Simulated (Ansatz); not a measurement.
# Si: rigid cleavage

This session takes Si and sets out to open the crystal across a (0 0 1) plane.

Method: DFT LDA, scalar-relativistic, plane waves, PAW, in Ansatz 0.2.0.

2 further runs of the same task are left out: 2 set aside as unsound or not needed.

## 1. Starting point

It takes space group P6_3/mmc (No. 194, hexagonal). The conventional cell has a = 3.802 Å, b = 3.802 Å, c = 6.289 Å, α = 90.00°, β = 90.00°, γ = 120.00°. Si (site symmetry 3m) has 4 Si at 2.33 to 2.35 Å as nearest neighbours.

As a file:

```
Si
1.0
    -3.80198    0.00000    0.00000
    -1.90099   -3.29261    0.00000
     0.00000    0.00000   12.57824
Si
8
Direct
  0.33333 0.33333 0.03152
  0.33333 0.33333 0.53152
  0.66667 0.66667 0.28152
  0.66667 0.66667 0.78152
  0.33333 0.33333 0.21848
  0.33333 0.33333 0.71848
  0.66667 0.66667 0.46848
  0.66667 0.66667 0.96848
```

It goes back to an entry of the Materials Project, which need not be the stable form.

It is built from the cell relaxed beforehand with the same method (19.68 Å³/atom).

## 2. The undisturbed cell

Input file input.yaml:

```yaml
crystal:
  lattice:
    - [-3.801975485, 0.0, 0.0]
    - [-1.9009877425, -3.2926073546, 0.0]
    - [0.0, 0.0, 12.5782403681]
  atoms:
    - { symbol: Si, position: [0.3333333333, 0.3333333333, 0.0315166459] }
    - { symbol: Si, position: [0.3333333333, 0.3333333333, 0.5315166459] }
    - { symbol: Si, position: [0.6666666667, 0.6666666667, 0.2815166459] }
    - { symbol: Si, position: [0.6666666667, 0.6666666667, 0.7815166459] }
    - { symbol: Si, position: [0.3333333333, 0.3333333333, 0.2184833541] }
    - { symbol: Si, position: [0.3333333333, 0.3333333333, 0.7184833541] }
    - { symbol: Si, position: [0.6666666667, 0.6666666667, 0.4684833541] }
    - { symbol: Si, position: [0.6666666667, 0.6666666667, 0.9684833541] }
basis:
  ecutwfc: 420
kpoints:
  mp_grid: { grid: [10, 10, 3] }
hamiltonian:
  xc: lda
scf:
  occupations: { method: gaussian, width: 0.03 }
output:
  forces: true
  stress: true
  eigenvalues: true
  write_density: true
  write_potential: true
  elf: true
  volumetric_format: npy
```

Started as:

```
> ansatz run input.yaml --threads 2 --pin off --max-ram 5120MiB --backend cpu --events-out ev --progress --plain --runs-dir out
```

The session goes on with these runs: At d = 1.00 Å; d = 3.00 Å; d = 0.50 Å; d = 2.00 Å; At d = 6.00 Å; point d = -0.30 Å; At d = 0.25 Å; point d = 1.50 Å; At d = 4.50 Å; point d = 0.75 Å; At d = -0.15 Å.

What does the calculation give? Wanted: largest traction sampled.

**Answer**, as computed:

```
                quantity                   value
    energy at d = 6.00 Å               3.66 J/m²
largest traction sampled  22.3 GPa at d = 0.50 Å
```

In words: At the widest gap the traction has died away, so 3.66 J/m² is the unrelaxed work of separation, the sum of the two faces' energies. The traction peaks at 22.3 GPa near 0.50 Å, an estimate of the ideal strength of rigid blocks on this coarse sampling. The gap on the mesh, 0.27 eV at the start, reads zero at d = -0.30. The cell holds empty space of several Å, a single layer or slab in vacuum, so volume, pressure and the long edge depend on that space.
